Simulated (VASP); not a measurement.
# CaSe (F-43m) in VASP: notebook

Runs on CaSe. Level: PBE. Tasks: single point.

All numbers are computed with VASP 6.6.1; they aren't measurements. Logs are shortened: lines on timing, memory, paths and dates and some standing lists are left out, and cuts for length are marked.

### 1 The crystal as given

It takes space group F-43m (No. 216, cubic). Conventional cell: a = 6.600 Å, b = 6.600 Å, c = 6.600 Å, α = 90.00°, β = 90.00°, γ = 90.00°. Around Ca (site symmetry -43m) lie 4 Se at 2.86 Å. Around Se (site symmetry -43m) lie 4 Ca at 2.86 Å.

The cell comes from a database or a generator and needn't be the stable form of this composition.

### 2 Single point, PBE

The input, INCAR:

```
SYSTEM = CaSe
PREC = Accurate ; ENCUT = 520
EDIFF = 1E-6 ; ISMEAR = 0
SIGMA = 0.05 ; LREAL = .False.
LASPH = .True. ; NELM = 100
ALGO = Normal ; ISIF = 2
LWAVE = .False. ; LCHARG = .True.
GGA = PE ; LELF = .True.
LVHAR = .True. ; NBANDS = 15
```

The input, KPOINTS:

```
Automatic mesh
0
Gamma
  6 6 6
  0 0 0
```

The input, POSCAR:

```
CaSe
1.0
    0.0000000000      3.3000000000      3.3000000000
    3.3000000000      0.0000000000      3.3000000000
    3.3000000000      3.3000000000      0.0000000000
Ca Se
1 1
Direct
    0.0000000000      0.0000000000      0.0000000000
    0.7500000000      0.7500000000      0.7500000000
```

Potentials or basis: VASP PAW PBE potentials, release 64 (Ca_sv, Se).

Run with:

```sh
$ cat potpaw_PBE.64/Ca_sv/POTCAR potpaw_PBE.64/Se/POTCAR > POTCAR
$ mpirun -np 1 vasp_std > vasp.out
```

OUTCAR:

```text
SYSTEM = CaSe
   PREC = Accurate
   ENCUT = 520
   EDIFF = 1E-6
   ISMEAR = 0
   LREAL = .False.
   LASPH = .True.
   NELM = 100
   ISIF = 2
   GGA = PE

 ion  position               nearest neighbor table
   1  0.000  0.000  0.000-   2 2.86   2 2.86   2 2.86   2 2.86
   2  0.750  0.750  0.750-   1 2.86   1 2.86   1 2.86   1 2.86

  LATTYP: Found a face centered cubic cell.
 ALAT       =     6.6000000000

  Lattice vectors:

 A1 = (   0.0000000000,   3.3000000000,   3.3000000000)
 A2 = (   3.3000000000,   0.0000000000,   3.3000000000)
 A3 = (   3.3000000000,   3.3000000000,   0.0000000000)

Analysis of symmetry for initial positions (statically):
=====================================================================
 Subroutine PRICEL returns:
 Original cell was already a primitive cell.

 Routine SETGRP: Setting up the symmetry group for a
 face centered cubic supercell.

 Subroutine GETGRP returns: Found 24 space group operations
 (whereof 24 operations were pure point group operations)
 out of a pool of 48 trial point group operations.

The static configuration has the point symmetry T_d .

Analysis of symmetry for dynamics (positions and initial velocities):
=====================================================================
 Subroutine PRICEL returns:
 Original cell was already a primitive cell.

 Routine SETGRP: Setting up the symmetry group for a
 face centered cubic supercell.

 Subroutine GETGRP returns: Found 24 space group operations
 (whereof 24 operations were pure point group operations)
 out of a pool of 48 trial point group operations.

The dynamic configuration has the point symmetry T_d .

 Subroutine INISYM returns: Found 24 space group operations
 (whereof 24 operations are pure point group operations),
 and found     1 'primitive' translations

----------------------------------------------------------------------------------------

                                     Primitive cell

  volume of cell :      71.8740

  direct lattice vectors                    reciprocal lattice vectors
     0.000000000  3.300000000  3.300000000    -0.151515152  0.151515152  0.151515152
     3.300000000  0.000000000  3.300000000     0.151515152 -0.151515152  0.151515152
     3.300000000  3.300000000  0.000000000     0.151515152  0.151515152 -0.151515152

  length of vectors
     4.666904756  4.666904756  4.666904756     0.262431941  0.262431941  0.262431941

  position of ions in fractional coordinates (direct lattice)
     0.000000000  0.000000000  0.000000000
     0.750000000  0.750000000  0.750000000

  ion indices of the primitive-cell ions
   primitive index   ion index
                 1           1
                 2           2

----------------------------------------------------------------------------------------

 KPOINTS: Automatic mesh

Automatic generation of k-mesh.
 Grid dimensions read from file:
 generate k-points for:    6    6    6

 Generating k-lattice:

  Cartesian coordinates                     Fractional coordinates (reciprocal lattice)
    -0.025252525  0.025252525  0.025252525     0.166666667  0.000000000  0.000000000
     0.025252525 -0.025252525  0.025252525     0.000000000  0.166666667  0.000000000
     0.025252525  0.025252525 -0.025252525     0.000000000  0.000000000  0.166666667

  Length of vectors
     0.043738657  0.043738657  0.043738657

  Shift w.r.t. Gamma in fractional coordinates (k-lattice)
     0.000000000  0.000000000  0.000000000

 Subroutine IBZKPT returns following result:
 ===========================================

 Found     16 irreducible k-points:

 Following reciprocal coordinates:
            Coordinates               Weight
  0.000000  0.000000  0.000000      1.000000
  0.166667  0.000000  0.000000      8.000000
  0.333333  0.000000  0.000000      8.000000
  0.500000  0.000000  0.000000      4.000000
  0.166667  0.166667  0.000000      6.000000
  0.333333  0.166667  0.000000     24.000000
[... 8 lines left out ...]
 -0.333333  0.333333  0.166667     24.000000
 -0.333333  0.500000  0.166667     12.000000
   k-points           NKPTS =     16   k-points in BZ     NKDIM =     16   number of bands    NBANDS=     15
   number of dos      NEDOS =    301   number of ions     NIONS =      2
   total plane-waves  NPLWV =  46656
   dimension x,y,z NGX =    36 NGY =   36 NGZ =   36
   dimension x,y,z NGXF=    72 NGYF=   72 NGZF=   72
   ions per type =               1   1
   NGX,Y,Z   is equivalent  to a cutoff of  12.82, 12.82, 12.82 a.u.
   NGXF,Y,Z  is equivalent  to a cutoff of  25.65, 25.65, 25.65 a.u.
 SYSTEM =  CaSe
   PREC   = accura    normal or accurate (medium, high low for compatibility)
   ISTART =      0    job   : 0-new  1-cont  2-samecut
   ICHARG =      2    charge: 1-file 2-atom 10-const
   ISPIN  =      1    spin polarized calculation?
   LNONCOLLINEAR =      F non collinear calculations
   LSORBIT =      F    spin-orbit coupling
   LASPH  =      T    aspherical Exc in radial PAW
   ENCUT  =  520.0 eV  38.22 Ry    6.18 a.u.   8.68  8.68  8.68*2*pi/ulx,y,z
   NELM   =    100;   NELMIN=  2; NELMDL= -5     # of ELM steps
   EDIFF  = 0.1E-05   stopping-criterion for ELM
   LREAL  =      F    real-space projection
   EDIFFG = 0.1E-04   stopping-criterion for IOM
   NSW    =      0    number of steps for IOM
   IBRION =     -1    ionic relax: 0-MD 1-quasi-New 2-CG
   NFREE  =      0    steps in history (QN), initial steepest desc. (CG)
   ISIF   =      2    stress and relaxation
   ISYM   =      2    0-nonsym 1-usesym 2-fastsym
   POTIM  = 0.5000    time-step for ionic-motion
   TEBEG  =    0.0;   TEEND  =   0.0 temperature during run
   PSTRESS=    0.0 pullay stress
   NELECT =      16.0000    total number of electrons
   NUPDOWN=      -1.0000    fix difference up-down
   EMIN   =  10.00;   EMAX   =-10.00  energy-range for DOS
   EFERMI =   0.00;   METHOD = LEGACY
   ISMEAR =     0;   SIGMA  =   0.05  broadening in eV -4-tet -1-fermi 0-gaus
   EFERMI_NEDOS =   21; number of points for ismear=-14 and -15
   IALGO  =     38    algorithm
   IMIX   =      4    mixing-type and parameters
     AMIX     =   0.40;   BMIX     =  1.00
     AMIX_MAG =   1.60;   BMIX_MAG =  1.00
  volume/ion in A,a.u.               =      35.94       242.51
  Fermi-wavevector in a.u.,A,eV,Ry     =   0.992181  1.874950 13.393889  0.984423
  Thomas-Fermi vector in A             =   2.123975
   LORBIT       =      0    0 simple, 1 ext, 2 COOP (PROOUT), +10 PAW based schemes
   GGA     = PE    functional components
   LHFCALC =     F    Hartree Fock is set to
   AEXX    =    0.0000 exact exchange contribution
   IVDW    =     0    specifies the selected vdW correction
   LEPSILON=     F    determine dielectric tensor
   LRPA    =     F    only Hartree local field effects (RPA)
 non-spin polarized calculation
 Gauss-broadening in eV      SIGMA  =   0.05
  energy-cutoff  :      520.00
  volume of cell :       71.87
 maximum number of plane-waves:      1964
   NGX = 17   NGY = 17   NGZ = 17

 number of electron      16.0000001 magnetization

 Free energy of the ion-electron system (eV)
  ---------------------------------------------------
  ext. energy  EPLUGINS =         0.00000000
  ---------------------------------------------------
  free energy    TOTEN  =        -8.96989698 eV

  energy without entropy =       -8.96989698  energy(sigma->0) =       -8.96989698

 E-fermi :  -0.0746     XC(G=0):  -7.5516

 val. band max:       -0.3769430748   @ k =  -0.3333   0.1667   0.0000
 cond. band min:       2.7719315166   @ k =   0.0000   0.0000   0.0000
 fundamental gap:      3.1488745914
 Fermi energy:        -0.0745509904

 k-point     1 :       0.0000    0.0000    0.0000
  band No.  band energies     occupation
      1     -39.5124      2.00000
      2     -20.5248      2.00000
      3     -20.5248      2.00000
      4     -20.5248      2.00000
      5     -10.6819      2.00000
      6      -0.4638      2.00000
      7      -0.4638      2.00000
      8      -0.4638      2.00000
      9       2.7719      0.00000
     10       4.9597      0.00000
     11       4.9597      0.00000
     12       6.9221      0.00000
     13       6.9221      0.00000
     14       6.9221      0.00000
     15       8.6204      0.00000

 k-point     2 :       0.1667    0.0000    0.0000
  band No.  band energies     occupation
      1     -39.5120      2.00000
      2     -20.5351      2.00000
      3     -20.5261      2.00000
      4     -20.5261      2.00000
      5     -10.6212      2.00000
      6      -0.8607      2.00000
      7      -0.4417      2.00000
      8      -0.4417      2.00000
      9       3.5266      0.00000
     10       4.8475      0.00000
     11       4.8475      0.00000
     12       6.4616      0.00000
     13       6.8939      0.00000
     14       6.8939      0.00000
     15       7.9536      0.00000

 k-point     3 :       0.3333    0.0000    0.0000
  band No.  band energies     occupation
      1     -39.5112      2.00000
      2     -20.5554      2.00000
      3     -20.5286      2.00000
      4     -20.5286      2.00000
      5     -10.4984      2.00000
      6      -1.3807      2.00000
      7      -0.4041      2.00000
      8      -0.4041      2.00000
      9       4.5665      0.00000
     10       4.8678      0.00000
     11       4.8678      0.00000
     12       5.6525      0.00000
     13       6.3925      0.00000
     14       6.3925      0.00000
     15       7.7078      0.00000
[... 199 lines left out ...]
 k-point    15 :      -0.3333    0.3333    0.1667
  band No.  band energies     occupation
      1     -39.5104      2.00000
      2     -20.5620      2.00000
      3     -20.5414      2.00000
      4     -20.5343      2.00000
      5     -10.3772      2.00000
      6      -1.2265      2.00000
      7      -0.9164      2.00000
      8      -0.4245      2.00000
      9       3.6551      0.00000
     10       4.6284      0.00000
     11       5.2491      0.00000
     12       6.0131      0.00000
     13       6.2727      0.00000
     14       7.2184      0.00000
     15       8.5269      0.00000

 k-point    16 :      -0.3333    0.5000    0.1667
  band No.  band energies     occupation
      1     -39.5103      2.00000
      2     -20.5640      2.00000
      3     -20.5408      2.00000
      4     -20.5370      2.00000
      5     -10.3573      2.00000
      6      -1.3408      2.00000
      7      -0.7606      2.00000
      8      -0.4621      2.00000
      9       3.3333      0.00000
     10       4.5716      0.00000
     11       5.4726      0.00000
     12       5.7498      0.00000
     13       6.2205      0.00000
     14       7.8242      0.00000
     15       8.6397      0.00000

------------------------ aborting loop because EDIFF is reached ----------------------------------------

  FORCE on cell =-STRESS in cart. coord.  units (eV):
  Direction    XX          YY          ZZ          XY          YZ          ZX
  --------------------------------------------------------------------------------------
  -------------------------------------------------------------------------------------
  Total       -0.0320088     -0.0320088     -0.0320088      0.0000000     -0.0000000      0.0000000
  in kB       -0.7135240     -0.7135240     -0.7135240      0.0000000     -0.0000000      0.0000000
  external PRESSURE =      -0.7135240 kB  Pullay stress =       0.0000000 kB

 VOLUME and BASIS-vectors are now :
 -----------------------------------------------------------------------------
  energy-cutoff  :      520.00
  volume of cell :       71.87
      direct lattice vectors                 reciprocal lattice vectors
     0.000000000  3.300000000  3.300000000    -0.151515152  0.151515152  0.151515152
     3.300000000  0.000000000  3.300000000     0.151515152 -0.151515152  0.151515152
     3.300000000  3.300000000  0.000000000     0.151515152  0.151515152 -0.151515152

 POSITION                                       TOTAL-FORCE (eV/Angst)
 -----------------------------------------------------------------------------------
      0.00000      0.00000      0.00000         0.000000      0.000000      0.000000
      4.95000      4.95000      4.95000        -0.000000     -0.000000     -0.000000
 -----------------------------------------------------------------------------------
    total drift:                               -0.000000     -0.000000     -0.000000

  FREE ENERGIE OF THE ION-ELECTRON SYSTEM (eV)
  ---------------------------------------------------
  free  energy   TOTEN  =        -8.9698969837 eV

  energy  without entropy=       -8.9698969837  energy(sigma->0) =       -8.96989698
```

It took 9.2 s on 1 thread of Intel Xeon 6975P-C (Granite Rapids), shared host; peak memory 0.2 GiB.

What came out:

| Quantity | Value |
| --- | --- |
| Free energy | -8.9699 eV |
| Pressure | -0.1 GPa |
| Band gap on the k mesh | 3.15 eV, indirect (least direct gap 3.24 eV) |

Levels at points of the mesh, in eV from the valence-band top:
```csv
k point,band 6,band 7,band 8,band 9,band 10,band 11
"(0.00, 0.00, 0.00)",-0.09,-0.09,-0.09,3.15,5.34,5.34
"(0.50, 0.00, 0.00)",-1.19,-0.01,-0.01,5.04,5.45,5.45
"(0.50, 0.50, 0.00)",-1.22,-0.04,-0.04,3.54,4.94,6.04
```

### 3 Single point, PBE

The input, INCAR:

```
ALGO = Fast
EDIFF = 1E-6
ENCUT = 520
GGA = PE
ISIF = 2
ISMEAR = 0
LASPH = True
LCHARG = False
LREAL = False
LWAVE = False
NBANDS = 15
NELM = 100
PREC = Accurate
SIGMA = 0.05
```

The input, KPOINTS:

```
k-points
0
Gamma
  8 8 8
```

POSCAR is that of step 2.

Potentials or basis: VASP PAW PBE potentials, release 64 (Ca_sv, Se).

Run with:

```sh
$ cat potpaw_PBE.64/Ca_sv/POTCAR potpaw_PBE.64/Se/POTCAR > POTCAR
$ mpirun -np 1 vasp_std > vasp.out
```

OUTCAR:

```text
EDIFF = 1E-6
   ENCUT = 520
   GGA = PE
   ISIF = 2
   ISMEAR = 0
   LASPH = True
   LREAL = False
   NELM = 100
   PREC = Accurate

 ion  position               nearest neighbor table
   1  0.000  0.000  0.000-   2 2.86   2 2.86   2 2.86   2 2.86
   2  0.750  0.750  0.750-   1 2.86   1 2.86   1 2.86   1 2.86

  LATTYP: Found a face centered cubic cell.
 ALAT       =     6.6000000000

  Lattice vectors:

 A1 = (   0.0000000000,   3.3000000000,   3.3000000000)
[... 620 lines left out ...]
------------------------ aborting loop because EDIFF is reached ----------------------------------------

  FORCE on cell =-STRESS in cart. coord.  units (eV):
  Direction    XX          YY          ZZ          XY          YZ          ZX
  --------------------------------------------------------------------------------------
  -------------------------------------------------------------------------------------
  Total       -0.0341353     -0.0341353     -0.0341353      0.0000000      0.0000000      0.0000000
  in kB       -0.7609263     -0.7609263     -0.7609263      0.0000000      0.0000000      0.0000000
  external PRESSURE =      -0.7609263 kB  Pullay stress =       0.0000000 kB

 VOLUME and BASIS-vectors are now :
 -----------------------------------------------------------------------------
  energy-cutoff  :      520.00
  volume of cell :       71.87
      direct lattice vectors                 reciprocal lattice vectors
     0.000000000  3.300000000  3.300000000    -0.151515152  0.151515152  0.151515152
     3.300000000  0.000000000  3.300000000     0.151515152 -0.151515152  0.151515152
     3.300000000  3.300000000  0.000000000     0.151515152  0.151515152 -0.151515152

 POSITION                                       TOTAL-FORCE (eV/Angst)
 -----------------------------------------------------------------------------------
      0.00000      0.00000      0.00000        -0.000000     -0.000000     -0.000000
      4.95000      4.95000      4.95000         0.000000      0.000000      0.000000
 -----------------------------------------------------------------------------------
    total drift:                               -0.000000     -0.000000     -0.000000

  FREE ENERGIE OF THE ION-ELECTRON SYSTEM (eV)
  ---------------------------------------------------
  free  energy   TOTEN  =        -8.9699176220 eV

  energy  without entropy=       -8.9699176220  energy(sigma->0) =       -8.96991762
```

stdout:

```text
POSCAR found type information on POSCAR CaSe
 POSCAR found :  2 types and       2 ions
 scaLAPACK will be used
 LDA part: xc-table for (Slater+PW92), standard interpolation
 POSCAR, INCAR and KPOINTS ok, starting setup
 FFT: planning ... GRIDC
 FFT: planning ... GRID_SOFT
 FFT: planning ... GRID
 WAVECAR not read
 entering main loop
```

Wall time 16 s (1 thread of Intel Xeon 6975P-C (Granite Rapids), shared host); peak memory 0.21 GiB.

What came out:

```
Free energy            : -8.9699 eV
Pressure               : -0.1 GPa
Band gap on the k mesh : 3.14 eV, indirect (least direct gap 3.24 eV)
```

A k mesh can miss the band edges.
